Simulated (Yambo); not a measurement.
Something may be wrong with this Yambo 5.3.0 calculation of InP.

File optics8.in:

```
optics
chi
Chimod= "HARTREE"
% BndsRnXd
 1 | 74 |
%
NGsBlkXd= 2 Ry
% LongDrXd
 1 | 1 | 1 |
%
% QpntsRXd
 1 | 1 |
%
% EnRngeXd
 0 | 20 | eV
%
% DmRngeXd
 0.1 | 0.1 | eV
%
ETStpsXd= 100
```

Contents of scf.in:

```
&CONTROL
  calculation = 'scf'
  prefix = 'pwscf'
  outdir = './tmp'
  pseudo_dir = './pseudo'
/
&SYSTEM
  ibrav = 0
  nat = 2
  ntyp = 2
  ecutwfc = 70
  nbnd = 15
  occupations = 'smearing'
  smearing = 'fd'
  degauss = 0.00367493
  force_symmorphic = .true.
/
&ELECTRONS
  conv_thr = 4d-10
  electron_maxstep = 120
  mixing_beta = 0.5
/
ATOMIC_SPECIES
In   114.8180 49_In_13_2.5_3.1_pbe_n_v1.0.upf
P     30.9738 15_P_5_1.8_1.9_pbe_n_v1.0.upf
CELL_PARAMETERS angstrom
   0.0000000000    2.8908937935    2.8908937935
   2.8908937935    0.0000000000    2.8908937935
   2.8908937935    2.8908937935    0.0000000000
ATOMIC_POSITIONS crystal
In     0.0000000000    0.0000000000    0.0000000000
P      0.7500000000    0.7500000000    0.7500000000
K_POINTS automatic
10 10 10 0 0 0
```

The input nscf.in:

```
&CONTROL
  calculation = 'nscf'
  prefix = 'pwscf'
  outdir = './tmp'
  pseudo_dir = './pseudo'
/
&SYSTEM
  ibrav = 0
  nat = 2
  ntyp = 2
  ecutwfc = 70
  nbnd = 34
  occupations = 'fixed'
  force_symmorphic = .true.
/
&ELECTRONS
  conv_thr = 1d-08
  diago_full_acc = .true.
  diago_thr_init = 1d-06
/
ATOMIC_SPECIES
In   114.8180 49_In_13_2.5_3.1_pbe_n_v1.0.upf
P     30.9738 15_P_5_1.8_1.9_pbe_n_v1.0.upf
CELL_PARAMETERS angstrom
   0.0000000000    2.8908937935    2.8908937935
   2.8908937935    0.0000000000    2.8908937935
   2.8908937935    2.8908937935    0.0000000000
ATOMIC_POSITIONS crystal
In     0.0000000000    0.0000000000    0.0000000000
P      0.7500000000    0.7500000000    0.7500000000
K_POINTS automatic
10 10 10 0 0 0
```

Potentials or basis: SPMS 1.0 PBE.

Launch:

```bash
$ OMP_NUM_THREADS=1 pw.x -in scf.in > scf.out
$ OMP_NUM_THREADS=1 pw.x -in nscf.in > nscf.out
$ cd tmp/pwscf.save; p2y; mv SAVE ../..; cd ../..
$ OMP_NUM_THREADS=1 yambo
$ OMP_NUM_THREADS=1 yambo -F optics8.in -J optics8 -C optics8_out
```

Yambo's report:

```text
[... sections 02.01 to 02.04 as in the set-up run ...]

  [02.05] Energies & Occupations
  ==============================

  [X] === General ===
  [X] Electronic Temperature                        :  0.000000  0.000000 [eV K]
  [X] Bosonic    Temperature                        :  0.000000  0.000000 [eV K]
  [X] Finite Temperature mode                       : no
  [X] El. density                                   :  0.37252E+24 [cm-3]
[... 69 lines left out ...]
 Q [47]         [rlu]:  0.200000 -0.500000 -0.300000

 [04] Dipoles
 ============

  [04.01] Setup: observables and procedures
  =========================================

  [WF-Oscillators/G space/Transverse up loader] Normalization (few states)  min/max  :  0.38790E-17   1.0000

  [ERROR] STOP signal received while in[04.01] Setup: observables and procedures

  [ERROR] Error in parallel wf distribution (Dipole ic)
```

Q: What happened, and what is wrong with the input?

A: The input was rejected before any iteration. The input holds a flaw that was put in on purpose: bands asked beyond those that the ground state holds.
